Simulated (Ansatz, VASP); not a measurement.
**Mo: VASP beside Ansatz**

```
Mo
1.0
     2.56293    0.00000    0.00000
     0.00000    2.56293    0.00000
     0.00000    0.00000    2.56293
Mo
1
Direct
  0.00000 0.00000 0.00000
```

The cell was built by a generator and needn't be a form met in nature.

Alike in both runs: task relaxation of cell and atoms; functional BLYP; k mesh 12 × 12 × 12; occupations fermi-dirac, width 0.1 eV; no spin polarisation.

|  | VASP | Ansatz |
| --- | --- | --- |
| version | VASP 6.6.1 | Ansatz 0.2.0 |
| potentials or method | VASP PAW PBE potentials, release 64 (Mo_sv) | plane waves (420 eV) with PAW, scalar-relativistic |
| plane-wave cutoff (eV) | 600 | 420 |
| valence electrons in the cell | 14 | 14 |

```tsv
	VASP	Ansatz	Ansatz less VASP
relaxed volume (Å³/atom)	18.52	18.46	-0.066
relaxed cell length with the largest relative difference (Å)	2.646	2.643	-0.0031
energy change over the relaxation (meV/atom)	-97	-89	+7.8
```

Caveats: the PAW data sets were made with another functional, which shifts forces and pressure a little (VASP).
